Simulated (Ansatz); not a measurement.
# CsH: elastic constants, part 3 of 3

Aim: the elastic tensor from the stress of slightly strained cells, and the moduli that follow. Runs: cell and atoms relaxed (PAW); elastic constants (PAW); reference run (PAW); unstrained (PAW); in-plane strain -0.02, out-of-plane length and atoms relaxed (PAW); film at in-plane strain -0.02 (PAW); in-plane strain -0.01, out-of-plane length and atoms relaxed (PAW); film at in-plane strain -0.01 (PAW); in-plane strain -0.005, out-of-plane length and atoms relaxed (PAW); film at in-plane strain -0.005 (PAW); in-plane strain +0.005, out-of-plane length and atoms relaxed (PAW); film at in-plane strain +0.005 (PAW); in-plane strain +0.01, out-of-plane length and atoms relaxed (PAW); film at in-plane strain +0.01 (PAW); in-plane strain +0.02, out-of-plane length and atoms relaxed (PAW); film at in-plane strain +0.02 (PAW).

Ansatz 0.2.0; DFT r²SCAN. Earlier steps stand in the parts before.

## Step 13: In-plane strain +0.005, out-of-plane length and atoms relaxed, PAW

input.yaml

```yaml
crystal:
  lattice:
    - [3.8375005827, 0.0, 0.0]
    - [0.0, 3.8375005827, 0.0]
    - [0.0, 0.0, 3.80695331438]
  atoms:
    - { symbol: Cs, position: [0.0, 0.0, 0.0] }
    - { symbol: H, position: [0.5, 0.5, 0.5] }
kpoints:
  mp_grid: { grid: [6, 6, 6] }
scf:
  occupations: { method: fixed }
hamiltonian:
  xc: r2scan
  pseudopotentials: { kind: paw }
relax:
  f_tol: 0.002
  max_steps: 80
  cell: { fix: [a, b, gamma] }
output:
  forces: true
  stress: true
  write_density: true
  write_potential: true
  elf: true
  volumetric_format: npy
```

Command:

```bash
$ ansatz run input.yaml --threads 1 --pin off --max-ram 3072MiB --backend cpu --events-out ev --progress --plain --runs-dir out
```

Log, cut to the lines that bear on the results:

```text
[...]
Pseudopotentials: kind: paw
Pseudopotential: Cs, paw, valence charge 9, recommended cutoff 500 eV (meta_gga), Cs.paw.azcp
Pseudopotential: H, paw, valence charge 1, recommended cutoff 500 eV (meta_gga), H.paw.azcp
Functional definition: r2SCAN
[...]
Crystal: 2 atoms, lattice volume = 56.063 Å³
Basis set: ecut = 500 eV, 1365 PW (Γ), exchange–correlation on 120×120×120 points (64 copies of the dense FFT grid, shifted against one another)
[...]
  cell:  # Å, volume = 56.1388 Å³
    - [3.8375005827, 1.3393794254497004e-113, -2.172450931223072e-34]
    - [1.3393794254497004e-113, 3.8375005827, 7.241503104076907e-35]
    - [-2.155157789481993e-34, 7.183859298273309e-35, 3.8121183416735263]
  atoms:
    - { symbol: Cs, position: [-4.263942378852643e-36, -1.1762599665800392e-36, -3.217223493417518e-86] }
    - { symbol: H, position: [0.49999999999999994, 0.49999999999999994, 0.49999999999999994] }
```

Wall time 9.3 s (1 thread of Intel Xeon Platinum 8488C (Sapphire Rapids), shared host); peak memory 0.5 GiB.

The steps of the relaxation:

```
step  energy from step 1 (eV/cell)  largest force component (eV/Å)  pressure (GPa)  volume (Å³)
   1                        0.0000                          0.0000           -0.14        56.06
   2                        0.0000                          0.0000           -0.16        56.14
   3                        0.0000                          0.0000           -0.16        56.14
```

Step 1 is the start. Step 3 repeats the geometry before on a plane-wave basis chosen anew for that cell, so the energy can jump there without any move; the table keeps such jumps.

| input's cell | before | after | change |
| --- | --- | --- | --- |
| a (Å) | 3.838 | 3.838 | +0.0 % |
| b (Å) | 3.838 | 3.838 | +0.0 % |
| c (Å) | 3.807 | 3.812 | +0.1 % |
| volume (Å³/atom) | 28.03 | 28.07 | +0.1 % |

## Step 14: Film at in-plane strain +0.005, PAW

input.yaml

```yaml
crystal:
  lattice:
    - [3.8375005827, 0.0, 0.0]
    - [0.0, 3.8375005827, 0.0]
    - [0.0, 0.0, 3.81211834167]
  atoms:
    - { symbol: Cs, position: [0.0, 0.0, 0.0] }
    - { symbol: H, position: [0.5, 0.5, 0.5] }
kpoints:
  mp_grid: { grid: [6, 6, 6] }
scf:
  occupations: { method: fixed }
  convergence: { dr2_threshold: 1.0e-10 }
hamiltonian:
  xc: r2scan
  pseudopotentials: { kind: paw }
output:
  forces: true
  stress: true
  eigenstates:
    kpoints:
      - [0.0, 0.0, 0.0]
      - [0.5, 0.5, 0.5]
      - [0.0, 0.0, 0.5]
      - [0.0, 0.5, 0.0]
      - [0.5, 0.0, 0.0]
      - [-0.5, -0.5, 0.0]
      - [-0.5, 0.0, -0.5]
      - [0.0, -0.5, -0.5]
  eigenvalues: true
```

Command:

```bash
$ ansatz run input.yaml --threads 1 --pin off --max-ram 3072MiB --backend cpu --events-out ev --progress --plain --runs-dir out
```

Log, cut to the lines that bear on the results:

```text
[...]
[... 4 set-up lines as earlier in the session ...]
[...]
Crystal: 2 atoms, lattice volume = 56.139 Å³
Basis set: ecut = 500 eV, 1365 PW (Γ), exchange–correlation on 120×120×120 points (64 copies of the dense FFT grid, shifted against one another)
[...]
  atom   1  Cs     0.00000000     0.00000000     0.00000000
  atom   2  H     -0.00000000    -0.00000000    -0.00000000
[...]
--- Stress (GPa, compression-positive) ---
       -0.254682      -0.000000       0.000000
       -0.000000      -0.254682      -0.000000
        0.000000      -0.000000       0.034546
  P = ⅓ Tr σ = -0.1583 GPa (-1.583 kbar)
--- Band table (eV; the first three rows and the last of 40) ---
  k-point 0: bands = ["-18.3583", "-4.0893", "-4.0893", "-4.0597", "2.2258", "7.9213", "7.9290", "12.0286", "14.0609"]
[...]
```

It took 3.6 s on 1 thread of Intel Xeon Platinum 8488C (Sapphire Rapids), shared host; peak memory 0.48 GiB.

## Step 15: In-plane strain +0.01, out-of-plane length and atoms relaxed, PAW

input.yaml

```yaml
crystal:
  lattice:
    - [3.8565926254, 0.0, 0.0]
    - [0.0, 3.8565926254, 0.0]
    - [0.0, 0.0, 3.79549808876]
  atoms:
    - { symbol: Cs, position: [0.0, 0.0, 0.0] }
    - { symbol: H, position: [0.5, 0.5, 0.5] }
kpoints:
  mp_grid: { grid: [6, 6, 6] }
scf:
  occupations: { method: fixed }
hamiltonian:
  xc: r2scan
  pseudopotentials: { kind: paw }
relax:
  f_tol: 0.002
  max_steps: 80
  cell: { fix: [a, b, gamma] }
output:
  forces: true
  stress: true
```

Command:

```bash
$ ansatz run input.yaml --threads 1 --pin off --max-ram 3072MiB --backend cpu --events-out ev --progress --plain --runs-dir out
```

Log, cut to the lines that bear on the results:

```text
[...]
[... 4 set-up lines as earlier in the session ...]
[...]
Crystal: 2 atoms, lattice volume = 56.452 Å³
Basis set: ecut = 500 eV, 1401 PW (Γ), exchange–correlation on 120×120×120 points (64 copies of the dense FFT grid, shifted against one another)
[...]
  cell:  # Å, volume = 56.7583 Å³
    - [3.8565926254, 6.138582747200188e-112, 1.2101303860840413e-33]
    - [6.138582747200188e-112, 3.8565926254, 4.11444331268574e-34]
    - [1.1909600037302347e-33, 4.049264012682798e-34, 3.816121001139642]
  atoms:
    - { symbol: Cs, position: [4.21570643970585e-35, 1.8288076533832143e-38, 1.3633184256006323e-47] }
    - { symbol: H, position: [0.5, 0.5, 0.5000000000000001] }
```

It took 8.5 s on 1 thread of Intel Xeon Platinum 8488C (Sapphire Rapids), shared host; peak memory 0.49 GiB.

Step by step:

```
step  energy from step 1 (eV/cell)  largest force component (eV/Å)  pressure (GPa)  volume (Å³)
   1                        0.0000                          0.0000           -0.23        56.45
   2                       -0.0002                          0.0000           -0.27        56.64
   3                       -0.0002                          0.0000           -0.30        56.76
   4                       -0.0002                          0.0000           -0.30        56.76
```

Step 1 is the start. Step 4 repeats the geometry before on a plane-wave basis chosen anew for that cell, so the energy can jump there without any move; the table keeps such jumps.

| input's cell | before | after | change |
| --- | --- | --- | --- |
| a (Å) | 3.857 | 3.857 | +0.0 % |
| b (Å) | 3.857 | 3.857 | +0.0 % |
| c (Å) | 3.795 | 3.816 | +0.5 % |
| volume (Å³/atom) | 28.23 | 28.38 | +0.5 % |

## Step 16: Film at in-plane strain +0.01, PAW

input.yaml

```yaml
crystal:
  lattice:
    - [3.8565926254, 0.0, 0.0]
    - [0.0, 3.8565926254, 0.0]
    - [0.0, 0.0, 3.81612100114]
  atoms:
    - { symbol: Cs, position: [0.0, 0.0, 0.0] }
    - { symbol: H, position: [0.5, 0.5, 0.5] }
kpoints:
  mp_grid: { grid: [6, 6, 6] }
scf:
  occupations: { method: fixed }
  convergence: { dr2_threshold: 1.0e-10 }
hamiltonian:
  xc: r2scan
  pseudopotentials: { kind: paw }
output:
  forces: true
  stress: true
  eigenstates:
    kpoints:
      - [0.0, 0.0, 0.0]
      - [0.5, 0.5, 0.5]
      - [0.0, 0.0, 0.5]
      - [0.0, 0.5, 0.0]
      - [0.5, 0.0, 0.0]
      - [-0.5, -0.5, 0.0]
      - [-0.5, 0.0, -0.5]
      - [0.0, -0.5, -0.5]
  eigenvalues: true
```

Command:

```bash
$ ansatz run input.yaml --threads 1 --pin off --max-ram 3072MiB --backend cpu --events-out ev --progress --plain --runs-dir out
```

Log, cut to the lines that bear on the results:

```text
[...]
[... 4 set-up lines as earlier in the session ...]
[...]
Crystal: 2 atoms, lattice volume = 56.758 Å³
Basis set: ecut = 500 eV, 1401 PW (Γ), exchange–correlation on 120×120×120 points (64 copies of the dense FFT grid, shifted against one another)
[...]
  atom   1  Cs     0.00000000    -0.00000000     0.00000000
  atom   2  H      0.00000000    -0.00000000     0.00000000
[...]
--- Stress (GPa, compression-positive) ---
       -0.448800       0.000000       0.000000
        0.000000      -0.448800       0.000000
        0.000000       0.000000       0.002465
  P = ⅓ Tr σ = -0.2984 GPa (-2.984 kbar)
--- Band table (eV; the first three rows and the last of 40) ---
  k-point 0: bands = ["-18.4467", "-4.2033", "-4.2033", "-4.1572", "2.1537", "7.8378", "7.8499", "11.8579", "13.8903"]
[...]
```

It took 4.2 s on 1 thread of Intel Xeon Platinum 8488C (Sapphire Rapids), shared host; peak memory 0.48 GiB.

## Step 17: In-plane strain +0.02, out-of-plane length and atoms relaxed, PAW

input.yaml

```yaml
crystal:
  lattice:
    - [3.8947767108, 0.0, 0.0]
    - [0.0, 3.8947767108, 0.0]
    - [0.0, 0.0, 3.77258763752]
  atoms:
    - { symbol: Cs, position: [0.0, 0.0, 0.0] }
    - { symbol: H, position: [0.5, 0.5, 0.5] }
kpoints:
  mp_grid: { grid: [6, 6, 6] }
scf:
  occupations: { method: fixed }
hamiltonian:
  xc: r2scan
  pseudopotentials: { kind: paw }
relax:
  f_tol: 0.002
  max_steps: 80
  cell: { fix: [a, b, gamma] }
output:
  forces: true
  stress: true
```

Command:

```bash
$ ansatz run input.yaml --threads 1 --pin off --max-ram 3072MiB --backend cpu --events-out ev --progress --plain --runs-dir out
```

Log, cut to the lines that bear on the results:

```text
[...]
[... 4 set-up lines as earlier in the session ...]
[...]
Crystal: 2 atoms, lattice volume = 57.227 Å³
Basis set: ecut = 500 eV, 1421 PW (Γ), exchange–correlation on 120×120×120 points (64 copies of the dense FFT grid, shifted against one another)
[...]
  F+E_penalty+E_count = -5702.35513117 eV   max|allowed force component| = 2.696e-31 eV/Å   (the final SCF, on the basis selected at the relaxed cell)
  cell:  # Å, volume = 57.9220 Å³
    - [3.8947767108, 6.528579294440604e-113, 2.433127726380025e-34]
    - [6.528579294440604e-113, 3.8947767108, 0.0]
    - [2.3567943075132007e-34, 0.0, 3.8183760734913417]
  atoms:
    - { symbol: Cs, position: [8.614951059152561e-35, 7.726413505854491e-37, 1.4243875492132283e-47] }
    - { symbol: H, position: [0.5, 0.5, 0.5000000000000001] }
```

Run time: 8.7 s. Hardware: 1 thread of Intel Xeon Platinum 8488C (Sapphire Rapids), shared host; peak memory 0.49 GiB.

Relaxation path:

```
step  energy from step 1 (eV/cell)  largest force component (eV/Å)  pressure (GPa)  volume (Å³)
   1                        0.0000                          0.0000           -0.39        57.23
   2                       -0.0009                          0.0000           -0.48        57.66
   3                       -0.0011                          0.0000           -0.54        57.92
   4                       -0.0011                          0.0000           -0.54        57.92
```

Step 1 is the start. Step 4 repeats the geometry before on a plane-wave basis chosen anew for that cell, so the energy can jump there without any move; the table keeps such jumps.

| input's cell | before | after | change |
| --- | --- | --- | --- |
| a (Å) | 3.895 | 3.895 | +0.0 % |
| b (Å) | 3.895 | 3.895 | +0.0 % |
| c (Å) | 3.773 | 3.818 | +1.2 % |
| volume (Å³/atom) | 28.61 | 28.96 | +1.2 % |

## Step 18: Film at in-plane strain +0.02, PAW

input.yaml

```yaml
crystal:
  lattice:
    - [3.8947767108, 0.0, 0.0]
    - [0.0, 3.8947767108, 0.0]
    - [0.0, 0.0, 3.81837607349]
  atoms:
    - { symbol: Cs, position: [0.0, 0.0, 0.0] }
    - { symbol: H, position: [0.5, 0.5, 0.5] }
kpoints:
  mp_grid: { grid: [6, 6, 6] }
scf:
  occupations: { method: fixed }
  convergence: { dr2_threshold: 1.0e-10 }
hamiltonian:
  xc: r2scan
  pseudopotentials: { kind: paw }
output:
  forces: true
  stress: true
  eigenstates:
    kpoints:
      - [0.0, 0.0, 0.0]
      - [0.5, 0.5, 0.5]
      - [0.0, 0.0, 0.5]
      - [0.0, 0.5, 0.0]
      - [0.5, 0.0, 0.0]
      - [-0.5, -0.5, 0.0]
      - [-0.5, 0.0, -0.5]
      - [0.0, -0.5, -0.5]
  eigenvalues: true
```

Command:

```bash
$ ansatz run input.yaml --threads 1 --pin off --max-ram 3072MiB --backend cpu --events-out ev --progress --plain --runs-dir out
```

Log, cut to the lines that bear on the results:

```text
[...]
[... 4 set-up lines as earlier in the session ...]
[...]
Crystal: 2 atoms, lattice volume = 57.922 Å³
Basis set: ecut = 500 eV, 1437 PW (Γ), exchange–correlation on 120×120×120 points (64 copies of the dense FFT grid, shifted against one another)
[...]
  atom   1  Cs     0.00000000     0.00000000     0.00000000
  atom   2  H      0.00000000     0.00000000     0.00000000
[...]
--- Stress (GPa, compression-positive) ---
       -0.810735       0.000000       0.000000
        0.000000      -0.810735       0.000000
        0.000000       0.000000       0.009490
  P = ⅓ Tr σ = -0.5373 GPa (-5.373 kbar)
--- Band table (eV; the first three rows and the last of 40) ---
  k-point 0: bands = ["-18.6099", "-4.4137", "-4.4137", "-4.3305", "2.0236", "7.6839", "7.7058", "11.5477", "13.5690"]
[...]
```

It took 4.2 s on 1 thread of Intel Xeon Platinum 8488C (Sapphire Rapids), shared host; peak memory 0.48 GiB.

## Step 19: Side by side

```
                   run   C11   C12  C44     K     G     E  Poisson ratio
elastic constants, PAW  43.1  -1.0  5.8  13.7  10.2  24.6          0.201
```

Constants and moduli in GPa; K, G and E are Hill averages.

## Step 20: What came out

The summary covers parts 1 to 3.

| quantity | value |
| --- | --- |
| C11 (PAW) | 43 GPa |
| C12 (PAW) | -1 GPa |
| C44 (PAW) | 6 GPa |
| bulk, shear and Young's modulus | 14, 10, 25 GPa |
| Debye temperature from sound speeds | 165 K |
| universal anisotropy index | 2.51 |

All eigenvalues are positive, so the crystal is mechanically stable; by PAW K = 14 and G = 10 GPa, K/G = 1.34, on the brittle side of Pugh's rough line at 1.75, which was drawn for metals. Young's modulus runs from 15 to 43 GPa with direction. Cautions: frozen-core PAW files fitted under PBE, their cores solved anew for the functional of the run.
